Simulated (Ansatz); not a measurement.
# AlRu (NiAs type): how the settings move a single-point run

Aim: see which settings change the result for AlRu (NiAs type), by how much, and at what cost.

Computed with Ansatz 0.2.0 (reference: DFT, PBE, PAW with Ansatz's default frozen-core files, scalar-relativistic, unless a step's input says otherwise).

## (1) The system as given

The structure is hexagonal, space group P6_3/mmc (No. 194). Conventional cell: a = 2.894 Å, b = 2.894 Å, c = 7.793 Å, α = 90.00°, β = 90.00°, γ = 120.00°. Around Ru (site symmetry -3m) lie 6 Al at 2.57 Å and 6 Ru at 2.89 Å. Al (site symmetry -6m2) is surrounded by 6 Ru at 2.57 Å and 6 Al at 2.89 Å.

As a file:

```cif
data_structure
_symmetry_space_group_name_H-M 'P6_3/mmc'
_symmetry_Int_Tables_number 194
_cell_length_a 2.8939
_cell_length_b 2.8939
_cell_length_c 7.7927
_cell_angle_alpha 90.000
_cell_angle_beta 90.000
_cell_angle_gamma 120.000
_cell_volume 56.52
loop_
_atom_site_label
_atom_site_type_symbol
_atom_site_symmetry_multiplicity
_atom_site_Wyckoff_symbol
_atom_site_fract_x
_atom_site_fract_y
_atom_site_fract_z
_atom_site_occupancy
Ru1 Ru 2 a 0.00000 0.00000 0.00000 1
Al1 Al 2 c 0.33333 0.66667 0.25000 1
```

## (2) Reference

The input, input.yaml:

```yaml
crystal:
  lattice:
    - [2.8938585491, 0.0, 0.0]
    - [-1.4469292746, 2.5061550185, 0.0]
    - [0.0, 0.0, 7.7926534022]
  atoms:
    - { symbol: Ru, position: [0.0, 0.0, 0.0] }
    - { symbol: Ru, position: [0.0, 0.0, 0.5] }
    - { symbol: Al, position: [0.3333333333, 0.6666666667, 0.25] }
    - { symbol: Al, position: [0.6666666667, 0.3333333333, 0.75] }
kpoints:
  mp_grid: { grid: [11, 11, 6] }
  band_path:
    path:
      - [0.0, 0.0, 0.0]
      - [0.5, 0.0, 0.0]
      - [0.3333333333, 0.3333333333, 0.0]
      - [0.0, 0.0, 0.0]
      - [0.0, 0.0, 0.5]
      - [0.5, 0.0, 0.5]
      - [0.3333333333, 0.3333333333, 0.5]
      - [0.0, 0.0, 0.5]
      - [0.5, 0.0, 0.5]
    npoints: 8
scf:
  occupations: { method: fermi_dirac, width: 0.08 }
hamiltonian:
  xc: pbe
  pseudopotentials: { kind: paw }
output:
  forces: true
  stress: true
  eigenvalues: true
  populations: true
  dos: { projected: true, de: 0.2, e_range: [-14, 8] }
```

On the command line:

```sh
ansatz run input.yaml --threads 1 --pin off --max-ram 3072MiB --backend cpu --events-out ev --progress --plain --runs-dir out
```

## (3) Changed: chi_scale 0.3, lower_state_search light, pseudopotentials.source jth

The input, input.yaml:

```yaml
crystal:
  lattice:
    - [2.8938585491, 0.0, 0.0]
    - [-1.4469292746, 2.5061550185, 0.0]
    - [0.0, 0.0, 7.7926534022]
  atoms:
    - { symbol: Ru, position: [0.0, 0.0, 0.0] }
    - { symbol: Ru, position: [0.0, 0.0, 0.5] }
    - { symbol: Al, position: [0.3333333333, 0.6666666667, 0.25] }
    - { symbol: Al, position: [0.6666666667, 0.3333333333, 0.75] }
kpoints:
  mp_grid: { grid: [11, 11, 6] }
scf:
  occupations: { method: fermi_dirac, width: 0.08 }
  initial_density: { chi_scale: 0.3 }
  lower_state_search: light
hamiltonian:
  xc: pbe
  pseudopotentials: { kind: paw, source: jth }
output:
  forces: true
  stress: true
  eigenvalues: true
```

Before running it: what results should come out? Wanted: for each run, ending; energy change; pressure; gap; force.

**Answer**, as computed:

```
                                                                    run     ending   energy change  pressure (GPa)  gap (eV)  force (eV/Å)  cycles   time
                                                              reference  converged               -             0.0      0.00          0.00       6  5.8 s
1: chi_scale 0.3, lower_state_search light, pseudopotentials.source jth  converged  not comparable             0.1      0.00          0.00       8   27 s
```

Times don't compare one to one where runs were asked for different outputs or read a saved state (see the inputs); cycles may leave out searches for a lower state.

Residual by cycle in the longest SCF loop of each run; runs are numbered as in the table. The quantity is the density residual dr2, in eV.

```
cycle  reference    run 1
    1    0.00773     19.4
    2    0.00238      2.4
    3     8.8e-5   0.0306
    4     1.8e-6  0.00184
    5     2.2e-7   3.6e-4
    6     4.8e-9   4.2e-6
    7          -   2.8e-7
    8          -   1.7e-8
```

What this shows: After a change of potentials the difference of the totals has no physical meaning; pressure, gap, moments and forces, where computed, barely move.
